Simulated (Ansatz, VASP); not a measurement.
## One calculation of Na, two programs

```
Na
1.0
     3.76700    0.00000    0.00000
    -1.88350    3.26232    0.00000
     0.00000    0.00000    6.15400
Na
2
Direct
  0.66667 0.33333 0.75000
  0.33333 0.66667 0.25000
```

This isn't the form of Na at room conditions, which is bcc.

Alike in both runs: task single point; functional PBEsol; k mesh 8 × 8 × 5; occupations fermi-dirac, width 0.05 eV; no spin polarisation.

|  | VASP | Ansatz |
| --- | --- | --- |
| version | VASP 6.6.1 | Ansatz 0.2.0 |
| potentials or method | VASP PAW PBE potentials, release 64 (Na_pv), cutoff 520 eV | all-electron LAPW, scalar-relativistic |

```tsv
	VASP	Ansatz	Ansatz less VASP
gap on the k mesh at the Fermi level (eV)	none	none	-
pressure (GPa)	-0.3	-0.3	+0.02
largest component of the traceless stress (GPa)	0.16	0.16	+0.001
```

A gap of «none» marks a metal or a gap that the smearing closes. Ansatz ran all-electron here, so the differences hold the error of VASP's frozen core and of both bases.

Caveats: the PAW data sets were made with another functional, which shifts forces and pressure a little (VASP).
